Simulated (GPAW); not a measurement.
Set up this calculation in GPAW 26.7.0, as an ASE script.

- Task: equation of state
- Functional: LDA
- Potentials or basis: the program's PAW data sets (release 1.2.1) made for this functional
- Cutoff: 600 eV
- Basis: pw
- k mesh: 7 × 7 × 4
- Occupations: fermi-dirac, width 0.05 eV
- Spin: no spin polarisation
- Maxiter: 150
- Eos scales: [0.94, 0.96, 0.98, 1.0, 1.02, 1.04, 1.06]

Crystal: ZrSe2.

```
Zr Se
1.0
     3.79800    0.00000    0.00000
    -1.89900    3.28916    0.00000
     0.00000    0.00000    6.19200
Zr Se
1 2
Direct
  0.00000 0.00000 0.00000
  0.66667 0.33333 0.75000
  0.33333 0.66667 0.25000
```

One way to write it, as run:

run.py

```python
from ase import Atoms
from ase.eos import EquationOfState
from ase.io import Trajectory
from ase.units import GPa
from gpaw import GPAW, PW

atoms = Atoms(['Zr', 'Se', 'Se'],
              cell=[[3.798, 0.0, 0.0],
                    [-1.899, 3.2891644836, 0.0],
                    [0.0, 0.0, 6.192]],
              scaled_positions=[[0.0, 0.0, 0.0],
                                [0.6666666667, 0.3333333333, 0.75],
                                [0.3333333333, 0.6666666667, 0.25]],
              pbc=True)

traj = Trajectory('eos.traj', 'w')
volumes, energies = [], []
for x in [0.94, 0.96, 0.98, 1.0, 1.02, 1.04, 1.06]:
    a = atoms.copy()
    a.set_cell(atoms.cell * x**(1 / 3), scale_atoms=True)
    calc = GPAW(mode=PW(600),
                xc='LDA',
                kpts={'size': (7, 7, 4), 'gamma': True},
                occupations={'name': 'fermi-dirac', 'width': 0.05},
                nbands=24,
                convergence={'density': 1e-05, 'energy': 1e-05},
                maxiter=150,
                txt=f'eos-{x:.2f}.txt')
    a.calc = calc
    energies.append(a.get_potential_energy(force_consistent=True))
    volumes.append(a.get_volume())
    p = -a.get_stress()[:3].mean() / GPa
    calc.write(f'eos-{x:.2f}.gpw')
    traj.write(a)
    print(f'{x:.2f} {volumes[-1]:10.4f} A^3 {energies[-1]:14.6f} eV {p:9.3f} GPa', flush=True)

v0, e0, B = EquationOfState(volumes, energies, eos='birchmurnaghan').fit()
print(f'V0 = {v0:.4f} A^3, E0 = {e0:.6f} eV, B0 = {B / GPa:.2f} GPa')
```

Potentials or basis: the program's PAW data sets (release 1.2.1) made for this functional, pw.

Run with:

```bash
$ OMP_NUM_THREADS=1 python run.py
```

Results of the run:

* Equilibrium volume: 24.71 Å³/atom
* Bulk modulus at fixed shape and positions: 87 GPa
* Pressure derivative of the bulk modulus: 4.1

Caveat: the cell was scaled at fixed shape and fractional positions, which overstates the stiffness of a crystal with free parameters, most of all of layers and chains.

It took 3.3 min on 1 thread of Arm Neoverse V2, with other jobs on the host, peak memory 0.33 GiB.
